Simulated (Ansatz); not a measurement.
Here is an Ansatz 0.2.0 calculation.

input.yaml

```yaml
crystal:
  lattice:
    - [3.81369522, 0.0, 0.0]
    - [0.0, 3.81369522, 0.0]
    - [0.0, 0.0, 4.8869133]
  atoms:
    - { symbol: Sn, position: [0.5, 0.0, 0.76462614] }
    - { symbol: Sn, position: [0.0, 0.5, 0.23537386] }
    - { symbol: O, position: [0.0, 0.0, 0.0] }
    - { symbol: O, position: [0.5, 0.5, 0.0] }
hamiltonian:
  xc: rpbe
  pseudopotentials: { kind: paw }
  dispersion: d4
kpoints:
  mp_grid: { grid: [7, 7, 6] }
scf:
  occupations: { method: fermi_dirac, width: 0.05 }
output:
  forces: true
  stress: true
relax:
  f_tol: 0.01
  max_steps: 40
  cell: { stress_tol: 0.05 }
```

Potentials or basis: Ansatz PAW.

Command:

```bash
$ ansatz run input.yaml --threads 2 --pin off --max-ram 5632MiB --backend cpu --events-out ev --progress --plain --runs-dir out
```

(1) Predict the space group after relaxing (to 0.05 Å).

(2) Predict the relaxed volume.

Answers

(1) P4/nmm (No. 129).

(2) 17.25 Å³/atom.

Caveat: the pressure holds a Pulay correction of +0.4 GPa for the finite cutoff; the PAW data sets come from PBE, with cores solved anew for the run's functional, which leaves a small shift of forces and pressure.
